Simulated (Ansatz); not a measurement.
Runs of Ansatz 0.2.0 on Sb. The structure is trigonal, space group R-3m (No. 166). The conventional cell has a = 4.308 Å, b = 4.308 Å, c = 11.274 Å, α = 90.00°, β = 90.00°, γ = 120.00°. Sb (site symmetry 3m) is surrounded by 3 Sb at 2.91 Å. 

```csv
task,level,spin,k mesh,share of exact exchange,points for each segment of the path,mesh quality,gap on the mesh (eV),pressure (GPa),largest force (eV/Å)
single point,PBE0 form with a typed share of exact exchange,off,4 × 4 × 4,0.1,-,coarse,0.44,1.9,0.19
single point,PBE0 form with a typed share of exact exchange,off,4 × 4 × 4,0.35,-,coarse,1.04,0.0,0.54
single point,PBE0 form with a typed share of exact exchange,off,4 × 4 × 4,0.15,-,coarse,0.58,(a),(b)
single point,PBE0 form with a typed share of exact exchange,off,4 × 4 × 4,0,-,coarse,-,2.7,0.07
single point,PBE0 form with a typed share of exact exchange,off,4 × 4 × 4,0.5,-,coarse,1.37,-1.1,0.76
single point,PBE0,off,4 × 4 × 4,0.25,-,coarse,0.81,0.7,0.40
band structure,PBEsol,off,8 × 8 × 8,-,14,not flagged,none,0.0,0.10
band structure,PBEsol,"SOC, no magnetisation",8 × 8 × 8,-,14,not flagged,none,0.1,0.10
```

Alike in all rows: potentials or basis Ansatz PAW; cell as given; cutoff (eV) 420; smearing fermi-dirac 0.05 eV.

**Question.** Fill in the values left out.

**Answer.** (a) 1.5; (b) 0.26.

Caveats: some runs use coarse meshes; the PAW data sets come from PBE, with cores solved anew for the run's functional, which leaves a small shift of forces and pressure (some runs); spin-orbit coupling is left out, which moves the levels of the heavy elements (some runs); the thresholds are loose for stress (some runs); the PAW data sets were made with another functional, which shifts forces and pressure a little (some runs).

A k mesh can miss the band edges, and rows without SOC leave out spin-orbit coupling on Sb.

A gap of «none» marks a metal or a gap under the smearing width.
